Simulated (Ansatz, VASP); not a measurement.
## H4C in VASP and in Ansatz

```
CELL_PARAMETERS angstrom
-2.44174 2.47892 2.47892
2.44174 -2.47892 2.47892
2.44174 2.47892 -2.47892
ATOMIC_POSITIONS crystal
H 0.00000 0.00000 0.74631
H 0.74631 0.00000 0.00000
H 0.00000 0.74631 0.00000
H 0.25369 0.25369 0.25369
C 0.00000 0.00000 0.00000
```

Change from the starting cell: strain -0.0150 x Voigt [1, 0, 0, 0, 0, 0], atoms carried along.

Alike in both runs: task single point; functional PBEsol; k mesh 6 × 6 × 6; occupations gaussian, width 0.05 eV; no spin polarisation.

|  | VASP | Ansatz |
| --- | --- | --- |
| version | VASP 6.6.1 | Ansatz 0.2.0 |
| potentials or method | VASP PAW PBE potentials, release 64 (H, C) | scalar-relativistic, plane waves, PAW |
| plane-wave cutoff (eV) | 520 | 420 |
| valence electrons in the cell | 8 | 8 |

```csv
,VASP,Ansatz,Ansatz less VASP
gap on the k mesh at the Fermi level (eV),7.65,7.66,+0.003
least direct gap on the mesh (eV),7.65,7.66,+0.003
pressure (GPa),1.8,1.9,+0.03
largest component of the traceless stress (GPa),0.31,0.32,+0.003
rms of the force components (eV/Å),0.273,0.256,-0.0167
```

Atom by atom the forces differ by 0.017 eV/Å (rms over components).

Caveats: the PAW data sets were made with another functional, which shifts forces and pressure a little (VASP). A k mesh can miss the band edges.
